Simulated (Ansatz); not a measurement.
## Relaxation of Rb

Computed with DFT PBE, scalar-relativistic, plane waves, PAW in Ansatz 0.2.0. Run with 420 eV cutoff, 10×10×10 k-mesh, Gaussian smearing of 0.10 eV, no spin polarisation.

What was changed: relaxed at 2 GPa.

Command:

```bash
ansatz run input.yaml --threads 1 --pin off --max-ram 2560MiB --backend cpu --events-out ev --progress --plain --runs-dir out
```

Input:

```yaml
crystal:
  lattice:
    - [-2.8171941714, 2.8171941714, 2.8171941714]
    - [2.8171941714, -2.8171941714, 2.8171941714]
    - [2.8171941714, 2.8171941714, -2.8171941714]
  atoms:
    - { symbol: Rb, position: [0.0, 0.0, 0.0] }
basis:
  ecutwfc: 420
kpoints:
  mp_grid: { grid: [10, 10, 10] }
hamiltonian:
  xc: pbe
scf:
  occupations: { method: gaussian, width: 0.1 }
output:
  forces: true
  stress: true
  eigenvalues: true
relax:
  adjacent_minimum: "off"
  f_tol: 0.008
  max_steps: 50
  cell: { stress_tol: 0.08, p_target: 2.0 }
```

F is the free energy. Steps run on the plane waves of an earlier cell, but the last one, and at times one on the way, on a freshly chosen basis, so a repeated geometry can differ a little in energy. The relaxation lowers the enthalpy F + PV at the target pressure, so F itself can rise.

Steps:

| step | F − F(1) (eV) | largest force component (eV/Å) | V (Å³/atom) | P (GPa) |
| --- | --- | --- | --- | --- |
| 1 | 0.0000 | 0.000 | 89.436 | 0.06 |
| 2 | 0.0055 | 0.000 | 83.979 | 0.27 |
| 3 | 0.0508 | 0.000 | 72.050 | 1.03 |
| 4 | 0.1555 | 0.000 | 61.487 | 2.27 |
| 5 | 0.1285 | 0.000 | 63.523 | 1.97 |
| 6 | 0.1286 | 0.000 | 63.523 | 1.97 |

Relaxed structure:

```
CELL_PARAMETERS angstrom
-2.51357 2.51357 2.51357
2.51357 -2.51357 2.51357
2.51357 2.51357 -2.51357
ATOMIC_POSITIONS crystal
Rb 0.00000 0.00000 0.00000
```

Symmetry: Im-3m, No. 229, cubic system. Conventional cell: a = 5.027 Å, b = 5.027 Å, c = 5.027 Å, α = 90.00°, β = 90.00°, γ = 90.00°. Rb (site symmetry m-3m) has 8 Rb at 4.35 Å as nearest neighbours.

The run converged. It took 12 s on 1 thread of Arm Neoverse V2, with other jobs on the host, peak memory 0.34 GiB.